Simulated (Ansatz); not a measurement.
## NiO: single point with PBE

The system is NiO.

```
Ni O
1.0
     0.00000    2.08590    2.08590
     2.08590    0.00000    2.08590
     2.08590    2.08590    0.00000
Ni O
1 1
Direct
  0.00000 0.00000 0.00000
  0.50000 0.50000 0.50000
```

```yaml
Program: Ansatz 0.2.0
Task: single point
Functional: PBE
Potentials_or_basis: all-electron LAPW, scalar-relativistic
Cutoff: 378 eV (chosen from the basis error)
Basis_error_allowed: 0.001 eV/atom
k_mesh: 11 × 11 × 11
Occupations: gaussian, width 0.014 eV
Spin: collinear spin, ferromagnetic start
Starting_moments: "[1.0, 0.0] μB"
```

| Item | Value |
| --- | --- |
| Pressure | 6.6 GPa |
| Band gap on the k mesh | none (metal or under the smearing width) |
| Net moment | 1.81 μB per cell |
| Absolute moment | 1.82 μB per cell |
| Site moments | Ni +1.51; O +0.30 μB |

Levels at points of the mesh, in eV from the Fermi level:
Spin up:
| k point | band 10 | band 11 | band 12 | band 13 | band 14 | band 15 | band 16 | band 17 | band 18 |
| --- | --- | --- | --- | --- | --- | --- | --- | --- | --- |
| (0.00, 0.00, 0.00) | -3.02 | -3.02 | -2.69 | -2.69 | -2.69 | 1.50 | 17.76 | 18.82 | 18.82 |
Spin down:
```csv
k point,band 8,band 9,band 10,band 11,band 12,band 13,band 14,band 15,band 16,band 17
"(0.00, 0.00, 0.00)",-2.50,-2.50,-1.87,-1.87,-1.87,-0.53,-0.53,1.86,17.70,19.05
```

Run time: 7.9 s on 2 threads of Intel(R) Xeon(R) 6975P-C (Granite Rapids) (shared host), peak memory 0.49 GiB.

The gap isn't set beside the measured one, since this odd mesh misses points on the zone boundary.

Caveat: a cell with one magnetic atom can't hold antiferromagnetic order, which such compounds often take; semilocal functionals often make such compounds metallic where correlation or magnetic order opens a gap, which also shifts bond lengths.
